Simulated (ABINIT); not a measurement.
A run of ABINIT 10.8.3 (patched build) is set up as follows.

File run.abi:

```
# Pseudopotentials
pp_dirpath "./"
pseudos "Mg.GGA_PBE-JTH.xml, O.GGA_PBE-JTH.xml"

# Structure
acell 3.261402749 3.261402749 3.261402749 Angstrom
rprim
     0.0000000000     0.7071067812     0.7071067812
     0.7071067812     0.0000000000     0.7071067812
     0.7071067812     0.7071067812     0.0000000000
ntypat 2
znucl 12 8
natom 2
typat 1 2
xred
     0.5000000000     0.5000000000     0.5000000000
     0.7500000000     0.7500000000     0.7500000000

# Plane-wave basis
ecut 625.861884 eV
pawecutdg 45.0
pawxcdev 0

# k points
kptopt 1
ngkpt 10 10 10
nshiftk 1
shiftk 0.0 0.0 0.0

# Exchange and correlation
ixc 11

# Bands and occupations
nband 12
occopt 3
tsmear 0.05 eV

# SCF cycle
nstep 100
tolvrs 1.0e-9

# Output
iomode 3
prtwf 0
prteig 0
prtebands 0
enunit 1
prtden 1
prtvha 1
prtvclmb 1
prtpot 1
```

Potentials or basis: JTH PAW PBE v2.0.

The run is started by

```sh
$ abinit run.abi > log 2>&1
```

Task: What does it give for the pressure?

Result: 0.0 GPa.

Task: What does it give for the band gap on the k mesh?

Result: 3.47 eV, direct.

PBE gaps usually lie below the measured ones, often by a third to a half.
